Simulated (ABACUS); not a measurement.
# GaAs (F-43m) in ABACUS: a series of runs

Runs on GaAs. Level: PBE. Tasks: equation of state.

Program: ABACUS 3.10.1. These are calculated values, not measurements. Logs are shortened: lines on timing, memory, paths and dates and some standing lists are left out, and cuts for length are marked.

**1. The crystal as given**

It takes space group F-43m (No. 216, cubic). The conventional cell has a = 5.654 Å, b = 5.654 Å, c = 5.654 Å, α = 90.00°, β = 90.00°, γ = 90.00°. As (site symmetry -43m) is surrounded by 4 Ga at 2.45 Å. Ga (site symmetry -43m) has 4 As at 2.45 Å as nearest neighbours.

**2. Equation of state, PBE, 21.23 Å³/atom (volume scaled by 0.94)**

INPUT

```
INPUT_PARAMETERS
suffix              GaAs
calculation         scf
basis_type          lcao
pseudo_dir          ./
orbital_dir         ./
symmetry            1
dft_functional      pbe
ecutwfc             100
pseudo_rcut         10
nspin               1
nbands              18
ks_solver           genelpa
smearing_method     fd
smearing_sigma      0.00367493
scf_thr             1e-07
scf_nmax            100
mixing_type         broyden
mixing_beta         0.7
cal_force           1
cal_stress          1
out_mul             1
```

STRU

```
ATOMIC_SPECIES
As 74.9216 As.upf
Ga 69.7230 Ga.upf

NUMERICAL_ORBITAL
As_confined-atom_7au_1s1p1d.orb
Ga_confined-atom_8au_1s1p1d.orb

LATTICE_CONSTANT
1.8897261246

LATTICE_VECTORS
0.0000000000 2.7691429914 2.7691429914
2.7691429914 0.0000000000 2.7691429914
2.7691429914 2.7691429914 0.0000000000

ATOMIC_POSITIONS
Direct

As
0.0
1
0.7500000000 0.7500000000 0.7500000000 1 1 1

Ga
0.0
1
0.0000000000 0.0000000000 0.0000000000 1 1 1
```

KPT

```
K_POINTS
0
Gamma
7 7 7 0 0 0
```

Potentials or basis: PseudoDojo NC SR 0.5 PBE standard, SZ LCAO (the cutoffs set its grid).

The run is started by

```
$ OMP_NUM_THREADS=1 mpirun -np 4 abacus > log
```

running log:

```text
ABACUS v3.10.1

               Atomic-orbital Based Ab-initio Computation at UStc

 ------------------------------------------------------------------------------------

 READING GENERAL INFORMATION
                           global_out_dir = OUT.GaAs/
                           global_in_card = INPUT
                               pseudo_dir = ./
                              orbital_dir = ./
                                    DSIZE = 4
                                    GSIZE = 1

 READING UNITCELL INFORMATION
                                    ntype = 2
                  lattice constant (Bohr) = 1.88973
              lattice constant (Angstrom) = 1

 READING ATOM TYPE 1
                               atom label = As
                      L=0, number of zeta = 1
                      L=1, number of zeta = 1
                      L=2, number of zeta = 1
             number of atom for this type = 1

 READING ATOM TYPE 2
                               atom label = Ga
                      L=0, number of zeta = 1
                      L=1, number of zeta = 1
                      L=2, number of zeta = 1
             number of atom for this type = 1

                        TOTAL ATOM NUMBER = 2
DIRECT COORDINATES
    atom                   x                   y                   z     mag                  vx                  vy                  vz
taud_As1            0.7500000000        0.7500000000        0.7500000000  0.0000        0.0000000000        0.0000000000        0.0000000000
taud_Ga1            0.0000000000        0.0000000000        0.0000000000  0.0000        0.0000000000        0.0000000000        0.0000000000

                          Volume (Bohr^3) = 286.591
                             Volume (A^3) = 42.4684

 Lattice vectors: (Cartesian coordinate: in unit of a_0)
                   +0            +2.76914            +2.76914
             +2.76914                  +0            +2.76914
             +2.76914            +2.76914                  +0
 Reciprocal vectors: (Cartesian coordinate: in unit of 2 pi/a_0)
            -0.180561           +0.180561           +0.180561
            +0.180561           -0.180561           +0.180561
            +0.180561           +0.180561           -0.180561
 The esolver type has been set to : ksdft_lcao

                PAO radial cut off (Bohr) = 10

 Read in pseudopotential file is As.upf
                     pseudopotential type = NC
          exchange-correlation functional = PBE
                 nonlocal core correction = 1
                        valence electrons = 15
                                     lmax = 2
                           number of zeta = 3
                     number of projectors = 6
                           L of projector = 0
[... 5 lines left out ...]
                PAO radial cut off (Bohr) = 10

 Read in pseudopotential file is Ga.upf
                     pseudopotential type = NC
          exchange-correlation functional = PBE
                 nonlocal core correction = 1
                        valence electrons = 13
                                     lmax = 2
                           number of zeta = 3
                     number of projectors = 6
                           L of projector = 0
                           L of projector = 0
                           L of projector = 1
                           L of projector = 1
                           L of projector = 2
                           L of projector = 2
     initial pseudo atomic orbital number = 18

 SETUP THE ELECTRONS NUMBER
            electron number of element As = 15
      total electron number of element As = 15
            electron number of element Ga = 13
      total electron number of element Ga = 13
            AUTOSET number of electrons:  = 28
                           occupied bands = 14
                                   NLOCAL = 18
                                   NBANDS = 18
                                   NBANDS = 18
                                   NLOCAL = 18

%%%%%%%%%%%%%%%%%%%%%%%%%%%%%%%%%%%%%%%%%%%%%%%%%%%%%%%%%%%%%%%%%%%%%%%%%%%%%%%%%%%%%%%%%%%%%%%%%%%%%%%%%%
 Warning: the number of valence electrons in pseudopotential > 5 for As: [Ar] 3d10 4s2 4p3
 Warning: the number of valence electrons in pseudopotential > 3 for Ga: [Ar] 3d10 4s2 4p1
 Pseudopotentials with additional electrons can yield (more) accurate outcomes, but may be less efficient.
 If you're confident that your chosen pseudopotential is appropriate, you can safely ignore this warning.
%%%%%%%%%%%%%%%%%%%%%%%%%%%%%%%%%%%%%%%%%%%%%%%%%%%%%%%%%%%%%%%%%%%%%%%%%%%%%%%%%%%%%%%%%%%%%%%%%%%%%%%%%%

 SETUP THE PLANE WAVE BASIS
 energy cutoff for charge/potential (unit:Ry) = 400
            fft grid for charge/potential = [ 48, 48, 48 ]
                        fft grid division = [ 4, 4, 4 ]
        big fft grid for charge/potential = [ 12, 12, 12 ]
                                     nbxx = 432
                                     nrxx = 27648

 SETUP PLANE WAVES FOR CHARGE/POTENTIAL
                    number of plane waves = 38781
                         number of sticks = 1507

 PARALLEL PW FOR CHARGE/POTENTIAL
     PROC   COLUMNS(POT)             PW
        1            377           9697
        2            376           9693
        3            377           9695
        4            377           9696
 --------------- sum -------------------
        4           1507          38781
                            number of |g| = 372
[... 30 lines left out ...]
                                  BRAVAIS = FACE CENTERED CUBIC
                       LATTICE CONSTANT A = 5.53829
Original cell was already a primitive cell.
                        ROTATION MATRICES = 48
              PURE POINT GROUP OPERATIONS = 24
                   SPACE GROUP OPERATIONS = 24
                                       C2 = 3
                                       C3 = 8
                                       C4 = 0
                                       C6 = 0
                                       S1 = 6
                                       S3 = 0
                                       S4 = 6
                                       S6 = 0
                              POINT GROUP = T_d
                                       C2 = 3
                                       C3 = 8
                                       C4 = 0
                                       C6 = 0
                                       S1 = 6
                                       S3 = 0
                                       S4 = 6
                                       S6 = 0
               POINT GROUP IN SPACE GROUP = T_d

 SETUP K-POINTS
                                    nspin = 1
                   Input type of k points = Monkhorst-Pack(Gamma)
                                   nkstot = 343
                       right hand lattice = 1
(for reciprocal lattice: )
                             BRAVAIS TYPE = 2
                     BRAVAIS LATTICE NAME = 02. Cubic I (body-centered)
                                    ibrav = 2
                       right hand lattice = 1
(for k-lattice: )
                             BRAVAIS TYPE = 2
                     BRAVAIS LATTICE NAME = 02. Cubic I (body-centered)
                                    ibrav = 2
                       right hand lattice = 1
                        ROTATION MATRICES = 48
                               nkstot_ibz = 20
K-POINTS REDUCTION ACCORDING TO SYMMETRY
     IBZ    DIRECT_X    DIRECT_Y    DIRECT_Z  WEIGHT  ibz2bz
       1  0.00000000  0.00000000  0.00000000  0.0029       0
       2  0.14285714  0.14285714  0.14285714  0.0233       1
       3  0.28571429  0.28571429  0.28571429  0.0233       2
       4  0.42857143  0.42857143  0.42857143  0.0233       3
       5  0.14285714  0.14285714  0.00000000  0.0175       8
       6  0.28571429  0.14285714  0.28571429  0.0700       9
[... 12 lines left out ...]
      19 -0.42857143  0.42857143  0.14285714  0.0700      74
      20 -0.28571429  0.42857143  0.28571429  0.0700      75

                               nkstot now = 20
[... K-POINTS DIRECT COORDINATES: 20 rows ...]

           k-point number in this process = 20
       minimum distributed K point number = 20
[... stars of the k points ...]

[... K-POINTS CARTESIAN COORDINATES: 20 rows ...]

[... K-POINTS DIRECT COORDINATES: 20 rows ...]

 SETUP PLANE WAVES FOR WAVE FUNCTIONS
     energy cutoff for wavefunc (unit:Ry) = 100
              fft grid for wave functions = [ 48, 48, 48 ]
                    number of plane waves = 6183
                         number of sticks = 439

 PARALLEL PW FOR WAVE FUNCTIONS
     PROC   COLUMNS(POT)             PW
        1            110           1546
        2            109           1546
        3            110           1545
        4            110           1546
 --------------- sum -------------------
        4            439           6183

 SET NONLOCAL PSEUDOPOTENTIAL PROJECTORS
 SET NONLOCAL PSEUDOPOTENTIAL PROJECTORS
 max number of nonlocal projetors among all species is 6

 -------------------------------------------
 SELF-CONSISTENT
 -------------------------------------------

 SETUP SEARCHING RADIUS FOR PROGRAM TO SEARCH ADJACENT ATOMS
                  longest orb rcut (Bohr) = 8
   longest nonlocal projector rcut (Bohr) = 1.94
                     search radius (Bohr) = 19.9
              searching radius is (Bohr)) = 19.9
         searching radius unit is (Bohr)) = 1.89
                         PeriodicBoundary = 1
                        Radius(unit:lat0) = 10.5
                                   glayer = [ 5, 5, 5 ]
                             glayer_minus = [ 4, 4, 4 ]

Find the coordinate range of the input atom(unit:lat0).
                                  min_tau = [ -22.2, -22.2, -22.2 ]
                                  max_tau = [ 26.3, 26.3, 26.3 ]
                                BoxNumber = [ 9, 9, 9 ]

 SETUP EXTENDED REAL SPACE GRID FOR GRID INTEGRATION
                          real space grid = [ 48, 48, 48 ]
                 big cell numbers in grid = [ 12, 12, 12 ]
             meshcell numbers in big cell = [ 4, 4, 4 ]
                        extended fft grid = [ 16, 16, 16 ]
                dimension of extened grid = [ 45, 45, 45 ]
                            UnitCellTotal = 125
              Atom number in sub-FFT-grid = 2
    Local orbitals number in sub-FFT-grid = 18
                                ParaV.nnr = 5959
                                 init_chg = atomic

 LCAO ALGORITHM --------------- ION=   1  ELEC=   1--------------------------------

 Density error is 0.0270544592411
----------------------------------------------------------
     Energy           Rydberg                 eV
----------------------------------------------------------
 E_KohnSham     -365.0282555960      -4966.4642071067
 E_Harris       -365.1191523254      -4967.7009205548
 E_Fermi        0.7550999984         10.2736625382
----------------------------------------------------------
[... 58 lines left out ...]
 Density error is 6.41242694746e-08
----------------------------------------------------------
     Energy           Rydberg                 eV
----------------------------------------------------------
 E_KohnSham     -365.0326393519      -4966.5238511649
 E_KS(sigma->0) -365.0326393516      -4966.5238511607
 E_Harris       -365.0326391104      -4966.5238478796
 E_band         -20.7370582824       -282.1421523990
 E_one_elec     -184.5538266070      -2510.9836295588
 E_Hartree      111.5059958141       1517.1169042358
 E_xc           -89.4984400630       -1217.6887469685
 E_Ewald        -202.4863684954      -2754.9683788649
 E_entropy(-TS) -0.0000000006        -0.0000000086
 E_descf        0.0000000000         0.0000000000
 E_exx          0.0000000000         0.0000000000
 E_Fermi        0.7632047297         10.3839330639
----------------------------------------------------------

 charge density convergence is achieved
 final etot is -4966.5238512 eV
 EFERMI = 10.383933064 eV

 STATE ENERGY(eV) AND OCCUPATIONS    NSPIN == 1
 1/20 kpoint (Cartesian) = 0.0000 0.0000 0.0000 (1226 pws)
       1       -25.8918     0.00583090
       2       -25.8918     0.00583090
       3       -25.8918     0.00583090
       4       -25.8691     0.00583090
       5       -25.8691     0.00583090
       6       -5.65164     0.00583090
[... 98 lines left out ...]
       5       -25.8687       0.139942
       6       -5.71216       0.139942
[... 10 lines left out ...]
      17        16.7274    1.11606e-56
      18        17.7060    3.52763e-65

[... levels at 14 further k points ...]

 correction force for each atom along direction 1 is -0.00742000
 correction force for each atom along direction 2 is -0.00953452
 correction force for each atom along direction 3 is -0.00869100
------------------------------------------------------------------------------------------
 TOTAL-FORCE (eV/Angstrom)
------------------------------------------------------------------------------------------
                       As1         0.0000000000         0.0000000000         0.0000000000
                       Ga1         0.0000000000         0.0000000000         0.0000000000
------------------------------------------------------------------------------------------

----------------------------------------------------------------
 TOTAL-STRESS (KBAR)
----------------------------------------------------------------
       150.5514539840         0.0000000000        -0.0000000000
        -0.0000000000       150.5514539840        -0.0000000000
        -0.0000000000         0.0000000000       150.5514539840
----------------------------------------------------------------
 TOTAL-PRESSURE: 150.551454 KBAR

 --------------------------------------------
 !FINAL_ETOT_IS -4966.5238511649440625 eV
 --------------------------------------------
```

Run time: 1.4 s. Hardware: 4 MPI ranks of Intel Xeon 6975P-C (Granite Rapids), shared host; peak memory 0.4 GiB.

The run converged, but some of its settings lie outside the range that counts as converged, so its numbers aren't taken as properties of the crystal.

What came out:

| Property | Result |
| --- | --- |
| Free energy | -4966.5239 eV |
| Pressure | 15.1 GPa |
| Band gap on the k mesh | 1.44 eV, direct |
| Mulliken charges | As -0.23; Ga +0.23 e |

Caveat: the atomic orbitals were generated for these runs and aren't a published set; Mulliken charges move with the basis; the basis of atomic orbitals isn't converged, which shifts pressures, moduli and gaps.

**3. Equation of state, PBE, 22.14 Å³/atom (volume scaled by 0.98)**

INPUT is that of step 2.

STRU, as its differences from that of step 2:

```diff
@@ -12,5 +12,5 @@
 LATTICE_VECTORS
-0.0000000000 2.7691429914 2.7691429914
-2.7691429914 0.0000000000 2.7691429914
-2.7691429914 2.7691429914 0.0000000000
+0.0000000000 2.8078772807 2.8078772807
+2.8078772807 0.0000000000 2.8078772807
+2.8078772807 2.8078772807 0.0000000000
```

KPT is that of step 2.

Potentials or basis: PseudoDojo NC SR 0.5 PBE standard, SZ LCAO (the cutoffs set its grid).

The run is started by

```
$ OMP_NUM_THREADS=1 mpirun -np 4 abacus > log
```

Wall time 1.5 s (4 MPI ranks of Intel Xeon 6975P-C (Granite Rapids), shared host); peak memory 0.4 GiB.

The run converged, but some of its settings lie outside the range that counts as converged, so its numbers aren't taken as properties of the crystal.

Results:

```
Free energy            : -4966.6683 eV
Pressure               : 10.7 GPa
Band gap on the k mesh : 1.02 eV, direct
Mulliken charges       : As -0.22; Ga +0.22 e
```

Caveat: the atomic orbitals were generated for these runs and aren't a published set; Mulliken charges move with the basis; the basis of atomic orbitals isn't converged, which shifts pressures, moduli and gaps.

**4. Equation of state, PBE, 23.04 Å³/atom (volume scaled by 1.02)**

INPUT is that of step 3.

STRU, as its differences from that of step 3:

```diff
@@ -12,5 +12,5 @@
 LATTICE_VECTORS
-0.0000000000 2.8078772807 2.8078772807
-2.8078772807 0.0000000000 2.8078772807
-2.8078772807 2.8078772807 0.0000000000
+0.0000000000 2.8455714065 2.8455714065
+2.8455714065 0.0000000000 2.8455714065
+2.8455714065 2.8455714065 0.0000000000
```

KPT is that of step 3.

The run is started by

```
$ OMP_NUM_THREADS=1 mpirun -np 4 abacus > log
```

Run time: 1.6 s. Hardware: 4 MPI ranks of Intel Xeon 6975P-C (Granite Rapids), shared host; peak memory 0.4 GiB.

The run converged, but some of its settings lie outside the range that counts as converged, so its numbers aren't taken as properties of the crystal.

What came out:

```
Free energy            : -4966.7687 eV
Pressure               : 7.2 GPa
Band gap on the k mesh : 0.63 eV, direct
Mulliken charges       : As -0.21; Ga +0.21 e
```

Caveat: the atomic orbitals were generated for these runs and aren't a published set; Mulliken charges move with the basis; the basis of atomic orbitals isn't converged, which shifts pressures, moduli and gaps.

**5. Equation of state, PBE, 23.94 Å³/atom (volume scaled by 1.06)**

INPUT is that of step 4.

STRU, as its differences from that of step 4:

```diff
@@ -12,5 +12,5 @@
 LATTICE_VECTORS
-0.0000000000 2.8455714065 2.8455714065
-2.8455714065 0.0000000000 2.8455714065
-2.8455714065 2.8455714065 0.0000000000
+0.0000000000 2.8822925071 2.8822925071
+2.8822925071 0.0000000000 2.8822925071
+2.8822925071 2.8822925071 0.0000000000
```

KPT is that of step 4.

The run is started by

```
$ OMP_NUM_THREADS=1 mpirun -np 4 abacus > log
```

Run time: 1.5 s. Hardware: 4 MPI ranks of Intel Xeon 6975P-C (Granite Rapids), shared host; peak memory 0.4 GiB.

The run converged, but some of its settings lie outside the range that counts as converged, so its numbers aren't taken as properties of the crystal.

What came out:

```yaml
Free_energy: -4966.8334 eV
Pressure: 4.4 GPa
Band_gap_on_the_k_mesh: 0.28 eV, direct
Mulliken_charges: As -0.20; Ga +0.20 e
```

Caveat: the atomic orbitals were generated for these runs and aren't a published set; Mulliken charges move with the basis; the basis of atomic orbitals isn't converged, which shifts pressures, moduli and gaps.

**6. Equation of state, PBE**

Potentials or basis: PseudoDojo NC SR 0.5 PBE standard, SZ LCAO (the cutoffs set its grid).

No new run: the results of the series are fitted here.

These settings aren't checked as converged: the numbers below hold their error.

Results:

* Equilibrium volume: 25.87 Å³/atom (rough: see the caveat)
* Bulk modulus: 47 GPa (rough)

Caveat: the atomic orbitals were generated for these runs and aren't a published set; the minimum lies outside the volumes run; the basis of atomic orbitals isn't converged, which shifts pressures, moduli and gaps.
